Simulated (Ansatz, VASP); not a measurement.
**S in VASP and in Ansatz**

```
S
1.0
     0.00000    2.13283    2.13283
     2.13283    0.00000    2.13283
     2.13283    2.13283    0.00000
S
2
Direct
  0.87500 0.87500 0.87500
  0.12500 0.12500 0.12500
```

Change from the starting cell: volume scaled by 0.4, PAW files.

Alike in both runs: task single point; functional PBE; k mesh 13 × 13 × 13; occupations fermi-dirac, width 0.08 eV; no spin polarisation.

```csv
,VASP,Ansatz
version,VASP 6.6.1,Ansatz 0.2.0
potentials or method,"VASP PAW PBE potentials, release 64 (S)","PAW with Ansatz's default frozen-core files, scalar-relativistic"
plane-wave cutoff (eV),520,420
valence electrons in the cell,12,12
```

|  | VASP | Ansatz | Ansatz less VASP |
| --- | --- | --- | --- |
| pressure (GPa) | 154.5 | 157.4 | +2.97 |

Caveats: the cell as given lies far from equilibrium; so large a pressure means that the cell lies far from this level's equilibrium, or that cutoff or potentials fall short (VASP).
